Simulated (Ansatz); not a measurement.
Below is the output of a Python script on the Python package of Ansatz (0.2.0) that makes a calculation of the dielectric tensor and Born charges of HfO2, space group P4_2/mnm. Write a script that gives it. Settings: PBEsol, PAW, cutoff 558 eV, 4×4×6 k-points, fixed occupations, D3BJ dispersion.

```
CELL_PARAMETERS angstrom
4.81353 0.00000 0.00000
0.00000 4.81353 0.00000
0.00000 0.00000 3.20542
ATOMIC_POSITIONS crystal
Hf 0.00000 0.00000 0.00000
Hf 0.50000 0.50000 0.50000
O 0.19496 0.80504 0.50000
O 0.30504 0.30504 0.00000
O 0.69496 0.69496 0.00000
O 0.80504 0.19496 0.50000
```

```console
$ python eps_hfo2.py
principal values of eps_inf: [4.594 4.594 5.192]
refractive indices: [2.143 2.143 2.279]
Born charge tensor of Hf 0
[[5.348 0.635 0.   ]
 [0.635 5.348 0.   ]
 [0.    0.    6.26 ]]
Born charge tensor of Hf 1
[[ 5.348 -0.635  0.   ]
 [-0.635  5.348  0.   ]
 [ 0.     0.     6.26 ]]
Born charge tensor of O 2
[[-2.674  1.356  0.   ]
 [ 1.356 -2.674  0.   ]
 [ 0.     0.    -3.13 ]]
Born charge tensor of O 3
[[-2.674 -1.356  0.   ]
 [-1.356 -2.674  0.   ]
 [ 0.     0.    -3.13 ]]
Born charge tensor of O 4
[[-2.674 -1.356  0.   ]
 [-1.356 -2.674  0.   ]
 [ 0.     0.    -3.13 ]]
Born charge tensor of O 5
[[-2.674  1.356  0.   ]
 [ 1.356 -2.674  0.   ]
 [ 0.     0.    -3.13 ]]
charge neutrality missed by 0.0182 e before the sum rule
```

One script that gives this output:

`eps_hfo2.py`:
```python
import warnings

import ansatz as az
import numpy as np


def main() -> None:
    warnings.simplefilter("ignore", az.DeckWarning)

    lattice = az.Lattice.of(
        [4.813533, 0.0, 0.0],
        [0.0, 4.813533, 0.0],
        [0.0, 0.0, 3.205415],
    )
    sites = [
        ("Hf", [0.0, 0.0, 0.0]),
        ("Hf", [0.5, 0.5, 0.5]),
        ("O", [0.194955, 0.805045, 0.5]),
        ("O", [0.305045, 0.305045, 0.0]),
        ("O", [0.694955, 0.694955, 0.0]),
        ("O", [0.805045, 0.194955, 0.5]),
    ]
    crystal = az.Crystal(lattice=lattice)
    for symbol, position in sites:
        crystal = crystal.atom(symbol, position)

    calculation = (
        crystal.calculation()
        .functional("pbesol", dispersion="d3bj")
        .basis(41 * az.Ry)
        .kpoints(mesh=(4, 4, 6), center="gamma")
        .occupations("fixed")
        .dielectric()
    )
    out = calculation.run()
    response = out.dielectric
    eps = np.asarray(response.eps_inf)

    values = np.linalg.eigvalsh(eps)
    print("principal values of eps_inf:", np.round(values, 3))
    print("refractive indices:", np.round(np.sqrt(values), 3))
    for index, (site, z) in enumerate(zip(out.lattice.sites, response.zstar_e)):
        print("Born charge tensor of", site.symbol, index)
        print(np.round(z, 3) + 0.0)
    print(f"charge neutrality missed by {response.zstar_sum_residual_pre_e:.4f} e before the sum rule")


if __name__ == "__main__":
    main()
```

Reading the output:
- Spin is left out of this run.
- With fixed filling the reported Fermi level is the top filled level among the k-points of the SCF.
- Averages over directions belong to no single polarisation, least of all in layered crystals.
- Spin-orbit coupling, which matters for elements this heavy, is left out.
- This cell is a computed structure, which may not be the phase found in nature.
- This is the electronic (clamped-ion) response; a semilocal gap that is too small tends to raise it. The typed mesh is that of the SCF; the response is solved on denser meshes that the run picks.
- Timing: 2.7 min on 1 thread of Arm Neoverse V1, on a shared host, peak memory 1.2 GiB.
